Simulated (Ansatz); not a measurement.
Trial structure of Al₄Co, not yet relaxed:

```cif
data_structure
_symmetry_space_group_name_H-M 'P 1'
_symmetry_Int_Tables_number 1
_cell_length_a 4.1490
_cell_length_b 4.1490
_cell_length_c 4.1490
_cell_angle_alpha 90.000
_cell_angle_beta 90.000
_cell_angle_gamma 90.000
_cell_volume 71.42
loop_
_atom_site_label
_atom_site_type_symbol
_atom_site_fract_x
_atom_site_fract_y
_atom_site_fract_z
_atom_site_occupancy
Al1 Al 0.50000 0.00000 0.00000 1
Al2 Al 0.00000 0.50000 0.00000 1
Al3 Al 0.00000 0.00000 0.50000 1
Al4 Al 0.50000 0.50000 0.50000 1
Co1 Co 0.00000 0.00000 0.00000 1
```

These are results of DFT PBE, scalar-relativistic, plane waves, PAW in Ansatz 0.2.0, not measurements. Plane waves to 420 eV, a k mesh through Γ of 4×4×4 on the computed 5-atom cell and Gaussian smearing (0.10 eV); collinear spin from starting moments 0.0 0.0 0.0 0.0 3.0 μB.

Energies over the elements count from the elements' standard structures at the same level, with no fitted energy shifts.

Task: Estimate its pressure, forces and energy as it stands.

Result: The pressure is 29.8 GPa (it wants to expand), the largest force is 0.00 eV/Å (symmetry fixes the atoms), and the energy is +0.38 eV/atom against the elements. The shortest distance is 2.07 Å.

Task: Is it a good guess?

Result: A rough one: relaxing gains about 0.32 eV/atom (the start's value is from the coarse mesh, so the gain is rough) in 11 ionic steps and ends at +0.07 eV/atom on the finer mesh. The symmetry stays Pm-3m (No. 221). The volume per atom grows by 28.2 %, from 14.3 to 18.3 Å³. The shortest distance goes from 2.07 Å (Al–Co) to 2.25 Å (Al–Co). Conventional cell: a = 4.507 Å. Al on a site of symmetry 4/mmm has 2 Co at 2.25 Å and 12 Al at 3.19 Å; Al on a site of symmetry m-3m has 12 Al at 3.19 Å; Co is surrounded by 6 Al at 2.25 Å.

The last run used an 8×8×8 mesh for its 5-atom cell and Gaussian smearing of 0.10 eV. Trial moments died out on the coarse mesh, so the last step has no spin; another magnetic start might hold. The relaxation can't lower the symmetry of the start, and the grade says only how near the guess is to its own end. Symmetry constrained the relaxation, so the result can be a saddle point. Another cell of Al4Co relaxed alike, in R3m, lies 155 meV/atom lower, so this cell isn't the stable form at this level.
